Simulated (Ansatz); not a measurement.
**SrO: a single-point run**

The task is a single-point run on SrO. The structure is shown as the input types it. The cell is built on a prototype (zincblende) and needn't be the phase found in nature.

Program: Ansatz 0.2.0. Level of theory: density functional or hybrid calculation with the settings of its input, plane waves (as first typed). These are calculated values, not measurements.

1 further run of the same task is left out (it didn't finish).

**1. The structure to begin with**

The structure is cubic, space group F-43m (No. 216). Conventional cell: a = 5.585 Å, b = 5.585 Å, c = 5.585 Å, α = 90.00°, β = 90.00°, γ = 90.00°. Sr (site symmetry -43m) has 4 O at 2.42 Å as nearest neighbours. O (site symmetry -43m) is surrounded by 4 Sr at 2.42 Å.

The input asks for a charge of -2 e on the cell.

Structure file:

```xyz
2
Lattice="0.0000 2.7923 2.7923 2.7923 0.0000 2.7923 2.7923 2.7923 0.0000" Properties=species:S:1:pos:R:3 pbc="T T T"
Sr    0.0000    0.0000    0.0000
O     1.3961    1.3961    1.3961
```

**2. The calculation**

The input, input.yaml:

```yaml
crystal:
  lattice:
    - [0.0, 2.7922805169, 2.7922805169]
    - [2.7922805169, 0.0, 2.7922805169]
    - [2.7922805169, 2.7922805169, 0.0]
  atoms:
    - { symbol: Sr, position: [0.0, 0.0, 0.0] }
    - { symbol: O, position: [0.25, 0.25, 0.25] }
kpoints:
  mp_grid: { grid: [6, 6, 6] }
hamiltonian:
  xc: r2scan
scf:
  occupations: { method: fixed }
  n_extra_bands: 4
  max_iter: 64
output:
  forces: true
  stress: true
  eigenvalues: true
total_charge: -2
```

The run is started by

```
ansatz run input.yaml --threads 4 --pin off --max-ram 3686MiB --backend cpu --events-out ev --progress --plain --runs-dir out
```

What happens when this is run?

The program finished normally, with warnings (metallic iterate). It gives a pressure of -23 GPa, which is large.

In the input, total_charge is -2. The net charge is not the one intended, so the run treats another number of electrons.

The test: delete total_charge (the default then holds).
